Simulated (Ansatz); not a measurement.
# Te2Mo (P6_3/mmc) in Ansatz: band structure with HSE06

Aim: the band structure of Te2Mo with HSE06.

Everything below comes from runs of Ansatz 0.2.0. Logs are shortened: lines on timing, memory, paths and dates and some standing lists are left out, and cuts for length are marked.

**The experiment to reproduce.**

From “Broadband infrared study of pressure-tunable Fano resonance and metallization transition in 2H-MoTe2”, 2022, pmc:9569381, for a bulk crystal of Te2Mo at 300 K: band gap 0.88 ± 0.05 eV (indirect).

The results are compared with them further down.

## 1. The crystal as given

Symmetry: P6_3/mmc, No. 194, hexagonal system. Conventional cell: a = 3.518 Å, b = 3.518 Å, c = 13.974 Å, α = 90.00°, β = 90.00°, γ = 120.00°. Te (site symmetry 3m) is surrounded by 3 Mo at 2.72 Å. Around Mo (site symmetry -6m2) lie 6 Te at 2.72 Å.

## 2. Band structure, HSE06

Input file input:

```
crystal:
  lattice:
    - [3.5182, 0.0, 0.0]
    - [-1.7591, 3.0468505756, 0.0]
    - [0.0, 0.0, 13.9736]
  atoms:
    - { symbol: Te, position: [0.6666666667, 0.3333333333, 0.379] }
    - { symbol: Te, position: [0.3333333333, 0.6666666667, 0.879] }
    - { symbol: Te, position: [0.6666666667, 0.3333333333, 0.121] }
    - { symbol: Te, position: [0.3333333333, 0.6666666667, 0.621] }
    - { symbol: Mo, position: [0.6666666667, 0.3333333333, 0.75] }
    - { symbol: Mo, position: [0.3333333333, 0.6666666667, 0.25] }
hamiltonian:
  xc: hse06
  pseudopotentials: { kind: paw }
kpoints:
  mp_grid: { grid: [6, 6, 2] }
  band_path:
    path:
      - [[0.0, 0.0, 0.0], [0.5, 0.0, 0.0], [0.3333333333, 0.3333333333, 0.0], [0.0, 0.0, 0.0], [0.0, 0.0, 0.5], [0.5, 0.0, 0.5], [0.3333333333, 0.3333333333, 0.5], [0.0, 0.0, 0.5]]
      - [[0.5, 0.0, 0.5], [0.5, 0.0, 0.0]]
      - [[0.3333333333, 0.3333333333, 0.0], [0.3333333333, 0.3333333333, 0.5]]
    npoints: 4
scf:
  occupations: { method: fermi_dirac, width: 0.05 }
  n_extra_bands: 15
output:
  forces: true
  stress: true
  eigenvalues: true
  fatbands: false
  write_density: true
  write_potential: true
  elf: true
  volumetric_format: npy
```

Potentials or basis: Ansatz PAW.

What it wrote:

```text
Warning: output.stress: scf.convergence.dr2_threshold = 1e-7 eV (the SCF's general default) is looser than the 6e-10 eV advised for a printed stress (1e-10 eV for each atom of the cell: 6). What an SCF threshold leaves in a stress goes as its square root, and in the free energy as the threshold itself, and one threshold admits the most on a small cell: of the crystals measured, under no hybrid functional and no lock of the moments, on runs that ended without the residual-converged pass, on stresses that held no estimate of that error, the worst erred by over 100 MPa in a component at 1e-7 eV an atom and by under 5 at 1e-10. Set scf.convergence.dr2_threshold to 6e-10 eV or tighter. The threshold is an SCF's pass mark: one that does not reach it within its budget of iterations ends unconverged, or closes short of it on a stop that the run arms, and scf.convergence.dr2_threshold's page says what that costs each kind of run
Warning: output.stress: scf.exx.energy_threshold = 1e-6 eV is looser than the 6e-8 eV advised for a stress under a hybrid functional (1e-8 eV for each atom of the cell: 6). Every SCF of the exchange loop can meet its threshold on dr2 while the loop round them stops early: no threshold on dr2 bounds what that leaves in the stress. Set scf.exx.energy_threshold to 6e-8 eV or tighter. The threshold is the loop's pass mark: a loop that does not reach it within its budget of cycles ends unconverged, and scf.exx.energy_threshold's page has the law
scf.n_extra_bands = 15 over 46 filled bands (N_el = 92.0): the run solves 61 bands
GPUs: using 1 of 1 available (devices: 1).
Engine: ansatz 0.2.0, x86_64-unknown-linux-gnu
Pseudopotentials: kind: paw
Pseudopotential: Te, paw, valence charge 16, recommended cutoff 420 eV (normal), Te.paw.azcp
Pseudopotential: Mo, paw, valence charge 14, recommended cutoff 420 eV (normal), Mo.paw.azcp
Functional definition: HSE06
  parameter a = 0.25
  parameter omega = 0.11/bohr
  exchange = pbe_x - a*pbe_x_sr(omega) + a*exact_x_sr(omega)
  correlation = pbe_c
device memory: the entry about to start is reckoned to put 2.0 GiB on a device that reports 48.1 GiB free (of which the cap on the GPU budget leaves the run 18.0 GiB)
GPU FFT provider: cuFFT
GPU libraries: cuBLAS 13.8.2, cuFFT 12.4.0, cuSOLVER 12.3.4
Crystal: 6 atoms, lattice volume = 149.789 Å³
Basis set: ecut = 420 eV, 2909 PW (Γ), exchange–correlation on 48×48×192 points (8 copies of the dense FFT grid, shifted against one another)
Bands: 61, of which v1, the nominal top of the filled ones, is band 46 counted from 1 (45 counted from 0)
Symmetry: 24 space group operations
Space group: P63/mmc (ITA 194), of the structure as read, at distance tolerance 5.3e-5 Å
k-points: 14 of 72
Non-local potential: Te, projectors of the file, l = 0: 2, l = 1: 2, l = 2: 2, l = 3: 2
Non-local potential: Mo, projectors of the file, l = 0: 3, l = 1: 2, l = 2: 2, l = 3: 1
PAW form: soft (Blöchl's): semilocal exchange-correlation on the pseudo side does not see the compensation charge
PAW frozen core: Te, regenerated for the run's functional, and the local potential with it (the file was generated under x = pbe(κ = 0.804, μ = 0.2195149727645171), c = pbe(β = 0.06672455060314922))
PAW frozen core: Mo, regenerated for the run's functional, and the local potential with it (the file was generated under x = pbe(κ = 0.804, μ = 0.2195149727645171), c = pbe(β = 0.06672455060314922))
PAW one-centre angular grid: Te, 590 points (default); XC on 64 Gauss nodes
PAW one-centre angular grid: Mo, 590 points (default); XC on 64 Gauss nodes
Initial density: superposition of atomic densities (neutral atoms: chi_scale 0, normalization atom), corrected by the library's trained network
Initial wavefunctions: pseudopotential atomic-orbital guess
GPU buffer pool allocated for 55296 grid points (all kernels)
GPU transforms: local potential and band sums: pruned to the plane-wave sphere, on 24×24×96
Functional: x = pbe(κ = 0.804, μ = 0.2195149727645171), c = pbe(β = 0.06672455060314922), warm-up for x = pbe(κ = 0.804, μ = 0.2195149727645171) + 0.25 (exact − pbe) at short range (hse, ω = 0.20786987370883472 Å⁻¹), c = pbe(β = 0.06672455060314922); HSE06 as pw.x's `hse` composes it (authors' and Libxc's form: `xc: wpbeh`)
SCF iter   1: F=—  HF=-37833.387292 eV  |F-HF|=—  |Δ(HF+E_count)|=         —  Δρ=4.39e-3  dr2=1.32e-2  ethr=1.77e-3  ⟨swp⟩=11.1  Hψ=3638  notcnv=1
preconditioner: auto → none  [insulator: Δε(μ)=0.828 eV  Ē_g=8.981 eV  σ=0.050 eV  W_gap=1.00  n_scr=52 (ndim 8)  ℏωp=18.2 eV  f_vac=0.021  D(μ)=0.00/eV (n_scr^D=0)]
SCF iter   2: F=—  HF=-37833.402859 eV  |F-HF|=—  |Δ(HF+E_count)|=   1.56e-2  Δρ=3.88e-3  dr2=6.19e-2  ethr=1.44e-5  ⟨swp⟩=6.1  Hψ=2519  notcnv=0  defer=8
SCF iter   3: F=—  HF=-37833.399552 eV  |F-HF|=—  |Δ(HF+E_count)|=   3.31e-3  Δρ=2.56e-3  dr2=2.16e-2  ethr=1.44e-5  ⟨swp⟩=4.4  Hψ=2258  notcnv=0  defer=1
SCF iter   4: F=—  HF=-37833.399503 eV  |F-HF|=—  |Δ(HF+E_count)|=   4.84e-5  Δρ=1.03e-3  dr2=3.12e-3  ethr=1.44e-5  ⟨swp⟩=2.4  Hψ=1518  notcnv=0
iter 5 solved again at ethr=8.52e-8 eV; its pass at ethr=3.39e-6 eV (dr2=7.84e-5 eV) is discarded
SCF iter   5: F=—  HF=-37833.399606 eV  |F-HF|=—  |Δ(HF+E_count)|=   1.03e-4  Δρ=1.77e-4  dr2=6.91e-5  ethr=8.52e-8  ⟨swp⟩=3.1  Hψ=3131  notcnv=0
eigensolver tolerance schedule: the retry pair's looser diagonalisation over-reported the residual by 0.14 of it (diagonalisation noise at 0.14 of the residual, at the tolerance the schedule requests for it); recorded, not acted on — ethr = c·dr2/N_el stays at c = 1.0e-1
SCF iter   6: F=-37833.399621 eV  HF=-37833.399621 eV  |F-HF|=1.40e-9  |Δ(HF+E_count)|=   1.49e-5  Δρ=2.68e-5  dr2=1.13e-6  ethr=7.51e-8  ⟨swp⟩=3.0  Hψ=1570  notcnv=0
[... 23 lines left out ...]
  Residual-converged pass: ⟨swp⟩=3.0  Hψ=1723  notcnv=0  max |occ|·‖R‖ = 6.5e-6 eV (tolerance 6.7e-6 eV)  dr2=1.78e-6  dr2_onsite=8.68e-9  max |Δocc| = 1.3e-14
hybrid outer 1: dexx = +1.605e-2 eV, tail = 2.08e-4 eV
GPU FFT provider: cuFFT
GPU libraries: cuBLAS 13.8.2, cuFFT 12.4.0, cuSOLVER 12.3.4
GPU buffer pool allocated for 55296 grid points (all kernels)
GPU transforms: local potential and band sums: pruned to the plane-wave sphere, on 24×24×96
Exchange kernel: α = 0.2500, screened, ω = 0.2079 Å⁻¹, Wigner–Seitz truncation, v(0) = 1046.0996 eV·Å³, q-mesh 6×6×2, nearest image of the exchange supercell L = 21.11 Å, pair-density grid 15×15×60, without the augmentation charges, whose exchange is taken in its separable form by FFT convolution over the k-point mesh (sized by the pseudopotential files, 24×24×96 at the most), smooth part of the exact exchange by density-matrix convolution in up to 5.15 GiB of GPU memory as planned if the GPU has room (build and FFT work areas not counted)
Frozen-core exchange: fock
SCF iter   1: F=—  HF=-37855.111720 eV  |F-HF|=—  |Δ(HF+E_count)|=         —  Δρ=4.52e-5  dr2=4.97e-6  ethr=1.13e-6  ⟨swp⟩=3.5  Hψ=1734  notcnv=0
preconditioner: auto → none  [insulator: Δε(μ)=1.238 eV  Ē_g=10.173 eV  σ=0.050 eV  W_gap=1.00  n_scr=52 (ndim 8)  ℏωp=18.2 eV  f_vac=0.020  D(μ)=0.00/eV (n_scr^D=0)]
SCF iter   2: F=—  HF=-37855.111723 eV  |F-HF|=—  |Δ(HF+E_count)|=   2.79e-6  Δρ=5.83e-5  dr2=1.84e-5  ethr=5.27e-9  ⟨swp⟩=4.1  Hψ=2209  notcnv=0
SCF iter   3: F=—  HF=-37855.111721 eV  |F-HF|=—  |Δ(HF+E_count)|=   1.99e-6  Δρ=2.16e-5  dr2=1.40e-6  ethr=5.27e-9  ⟨swp⟩=3.3  Hψ=1637  notcnv=0
SCF iter   4: F=—  HF=-37855.111721 eV  |F-HF|=—  |Δ(HF+E_count)|=   2.42e-7  Δρ=6.77e-6  dr2=4.85e-8  ethr=1.49e-9  ⟨swp⟩=2.6  Hψ=1521  notcnv=0  defer=2
SCF iter   5: F=-37855.111721 eV  HF=-37855.111721 eV  |F-HF|=8.95e-10  |Δ(HF+E_count)|=  3.57e-10  Δρ=1.72e-6  dr2=2.05e-9  ethr=5.17e-11  ⟨swp⟩=4.6  Hψ=2491  notcnv=0  defer=2
SCF 3 converged in 5 iterations: F = -37855.111721 eV  dr2 = 2.05e-9
  Residual-converged pass: ⟨swp⟩=3.4  Hψ=2100  notcnv=0  max |occ|·‖R‖ = 7.4e-7 eV (tolerance 7.7e-7 eV)  dr2=2.11e-9  dr2_onsite=6.03e-10  max |Δocc| = 4.4e-16
hybrid outer 2: dexx = +8.603e-7 eV, tail = 2.94e-8 eV, Δε = 1.85e-3 eV (about 5.28e-5 eV left of the loop's levels), ΔF = 3.82e-3 eV/Å (tail 5.21e-4)
device memory: the entry about to start is reckoned to put 1.2 GiB on a device that reports 67.1 GiB free (of which the cap on the GPU budget leaves the run 18.0 GiB)
NSCF: frozen V_eff on 39 k-points
hybrid SCF converged: 2 outer / 14 inner (+6 warm-up), last move |dexx| = 8.60e-7 eV, tail = 2.94e-8 eV
Stability not checked: this state was not tested for a lower state beside it, because the functional holds exact exchange (a hybrid, or Hartree-Fock), whose exchange loop this test does not read (fock_operator; see scf.lower_state_search)
Free energy (F): -37855.111721 eV
Frozen-core exchange: fock
Harris-Foulkes:  -37855.111721 eV  (|F-HF|=8.95e-10)
Internal energy: -37855.111720 eV  (E = F + TS)
E sigma→0 (E₀):  -37855.111721 eV
Entropy (-TS):   -0.000001 eV (-0.000 meV/atom)
Fermi energy:    12.756480 eV
--- Per-component energies (eV) ---
  E_band       = -1339.730493
  E_kinetic    = 1605.416948
  E_local      = -7371.847188  (includes V_loc(G=0)·N_el)
  E_nonlocal   = -961.948625
  E_hartree    = 4131.985922
  E_xc         = -696.269978
  E_vxc        = -701.187739  (∫ρ·V_xc dr)
  E_exx        = -264.743673  (= α·E_x^exact, valence–valence)
  E_paw        = -24979.481566  (= ΣΔE_a)
  E_vpaw       = -1644.648261  (= ΣTr[D̂ρ^β])
  E_aug_tail   = -0.000617  (compensation charges beyond the density's cutoff)
  E_ewald      = -9316.621616
  E_core_change = -1.601326  (= ΣΔE_core)
  E_smearing   = -0.000001  (= −TS)
  E_closure    = -0.000001  (closes the sum)
  Σ components = -37855.111721   (vs F -37855.111721, Δ=0.00e0)
--- Forces (eV/Å), atoms counted from 1 ---
  atom   1  Te     0.00000000    -0.00000000    -0.34252541
  atom   2  Te    -0.00000000     0.00000000    -0.34252541
  atom   3  Te    -0.00000000    -0.00000000     0.34252541
  atom   4  Te    -0.00000000     0.00000000     0.34252541
  atom   5  Mo    -0.00000000    -0.00000000     0.00000000
  atom   6  Mo     0.00000000     0.00000000     0.00000000
  max |Σ_I F_I| component: 5.55e-17 eV/Å
--- Stress (GPa, compression-positive) ---
       -0.677025      -0.000000       0.000000
       -0.000000      -0.677025       0.000000
        0.000000       0.000000      -0.733024
  P = ⅓ Tr σ = -0.6957 GPa (-6.957 kbar)
--- Band table (eV; the first three rows and the last of 14) ---
  k-point 0: bands = ["-52.6882", "-52.6882", "-27.0680", "-27.0680", "-27.0676", "-27.0676", "-27.0541", "-27.0541", "-27.0539", "-27.0539", "-26.9922", "-26.9922", "-26.9903", "-26.9903", "-26.9782", "-26.9782", "-26.9765", "-26.9765", "-26.9663", "-26.9647", "-26.9560", "-26.9544", "-25.4520", "-25.4520", "-25.2677", "-25.2677", "-25.2677", "-25.2677", "-2.2262", "-1.8644", "-1.2553", "-0.6782", "5.5500", "7.0066", "8.6627", "10.0160", "10.0160", "10.0346", "10.0346", "10.9692", "10.9692", "10.9825", "11.0115", "11.0115", "11.7098", "12.1673", "15.6545", "15.6545", "15.7985", "15.7985", "15.9100", "15.9100", "16.2046", "16.2046", "18.7066", "19.1049", "20.0896", "20.6185", "21.3636", "21.9072", "21.9072"]
  k-point 1: bands = ["-52.6882", "-52.6882", "-27.0678", "-27.0678", "-27.0678", "-27.0678", "-27.0540", "-27.0540", "-27.0540", "-27.0540", "-26.9913", "-26.9913", "-26.9913", "-26.9913", "-26.9773", "-26.9773", "-26.9773", "-26.9773", "-26.9656", "-26.9656", "-26.9552", "-26.9552", "-25.4520", "-25.4520", "-25.2677", "-25.2677", "-25.2677", "-25.2677", "-2.0877", "-2.0877", "-0.9287", "-0.9287", "6.1123", "6.1123", "9.8603", "9.8603", "10.0251", "10.0251", "10.0251", "10.0251", "10.9905", "10.9905", "10.9905", "10.9905", "12.0515", "12.0515", "15.6949", "15.6949", "15.6949", "15.6949", "16.0881", "16.0881", "16.0881", "16.0881", "18.9852", "18.9852", "20.8475", "20.8475", "20.9727", "20.9727", "22.1408"]
  k-point 2: bands = ["-52.6850", "-52.6850", "-27.0650", "-27.0646", "-27.0615", "-27.0611", "-27.0599", "-27.0595", "-27.0482", "-27.0480", "-26.9949", "-26.9934", "-26.9929", "-26.9921", "-26.9871", "-26.9855", "-26.9790", "-26.9771", "-26.9634", "-26.9624", "-26.9526", "-26.9513", "-25.4299", "-25.4298", "-25.3157", "-25.3157", "-25.2770", "-25.2770", "-1.7948", "-1.4396", "-0.9388", "-0.4046", "6.0186", "7.4354", "8.4263", "9.1148", "9.2001", "9.7911", "10.3646", "10.4121", "10.4438", "10.5124", "10.7521", "11.0440", "11.6608", "11.7678", "14.4964", "14.7933", "14.8038", "15.0640", "15.0871", "15.4615", "15.8510", "16.2146", "19.4156", "20.0665", "20.6101", "20.6609", "20.8927", "21.0469", "21.4270"]
  k-point 13: bands = ["-52.6738", "-52.6738", "-27.0774", "-27.0774", "-27.0482", "-27.0482", "-27.0408", "-27.0408", "-27.0396", "-27.0396", "-27.0166", "-27.0166", "-27.0003", "-27.0003", "-26.9847", "-26.9847", "-26.9841", "-26.9841", "-26.9582", "-26.9582", "-26.9410", "-26.9410", "-25.4161", "-25.4161", "-25.3739", "-25.3739", "-25.3541", "-25.3541", "0.6163", "0.6163", "0.8374", "0.8374", "6.7902", "6.7902", "6.9180", "6.9180", "7.6837", "7.6837", "8.0784", "8.0784", "9.0592", "9.0592", "9.8599", "9.8599", "11.9607", "11.9607", "13.5775", "13.5775", "14.2826", "14.2826", "15.1637", "15.1637", "16.5439", "16.5439", "17.8059", "17.8059", "18.7929", "18.7929", "20.2721", "20.2721", "21.8725"]
```

Wall time 2.7 min (1 × NVIDIA H100 80GB HBM3 with 2 threads of AMD EPYC 7R13 (Zen 3), shared host); peak memory 3.1 GiB.

What came out:

```yaml
Free_energy: -37855.1117 eV
Pressure: -0.7 GPa
Largest_force: 0.343 eV/Å
Band_gap_on_the_k_mesh: 1.24 eV, indirect (least direct gap 1.46 eV)
Band_gap_along_the_path: 1.24 eV, indirect (least direct gap 1.46 eV)
```

Forces in eV/Å, atoms in the order of the input:
```
Te   0.000  0.000 -0.343
Te   0.000  0.000 -0.343
Te   0.000  0.000  0.343
Te   0.000  0.000  0.343
Mo   0.000  0.000  0.000
Mo   0.000  0.000  0.000
```

Levels at the corners of the path, in eV from the valence-band top:
| point | band 43 | band 44 | band 45 | band 46 | band 47 | band 48 | band 49 | band 50 |
| --- | --- | --- | --- | --- | --- | --- | --- | --- |
| Γ | -1.16 | -1.16 | -0.46 | 0.00 | 3.49 | 3.49 | 3.63 | 3.63 |
| M | -1.17 | -1.10 | -0.72 | -0.41 | 1.74 | 1.81 | 1.98 | 2.36 |
| K | -2.13 | -2.13 | -0.31 | -0.06 | 1.40 | 1.40 | 1.60 | 2.75 |
| Γ | -1.16 | -1.16 | -0.46 | 0.00 | 3.49 | 3.49 | 3.63 | 3.63 |
| A | -1.18 | -1.18 | -0.12 | -0.12 | 3.53 | 3.53 | 3.53 | 3.53 |
| L | -1.12 | -1.12 | -0.57 | -0.57 | 1.77 | 1.77 | 2.19 | 2.19 |
| H | -2.31 | -2.31 | -0.21 | -0.21 | 1.41 | 1.41 | 2.12 | 2.12 |
| A | -1.18 | -1.18 | -0.12 | -0.12 | 3.53 | 3.53 | 3.53 | 3.53 |
| L | -1.12 | -1.12 | -0.57 | -0.57 | 1.77 | 1.77 | 2.19 | 2.19 |
| M | -1.17 | -1.10 | -0.72 | -0.41 | 1.74 | 1.81 | 1.98 | 2.36 |
| K | -2.13 | -2.13 | -0.31 | -0.06 | 1.40 | 1.40 | 1.60 | 2.75 |
| H | -2.31 | -2.31 | -0.21 | -0.21 | 1.41 | 1.41 | 2.12 | 2.12 |

Caveat: spin-orbit coupling is left out, which moves the levels of the heavy elements; this functional lacks dispersion, which binds the layers, so the pressure and a relaxed spacing across them are unreliable; the PAW data sets come from PBE, with cores solved anew for the run's functional, which leaves a small shift of forces and pressure; the thresholds are loose for stress.

## 3. How close it comes

Step 2. Against the measured gap of Te2Mo, 0.88 eV (indirect; 300 K; quoted in “Broadband infrared study of pressure-tunable Fano resonance and metallization transition in 2H-MoTe2”, 2022, pmc:9569381), the calculated 1.24 eV is off by +0.36 eV. Spin-orbit coupling on Mo, Te is left out. The value is that of HSE06, without temperature or zero-point motion.
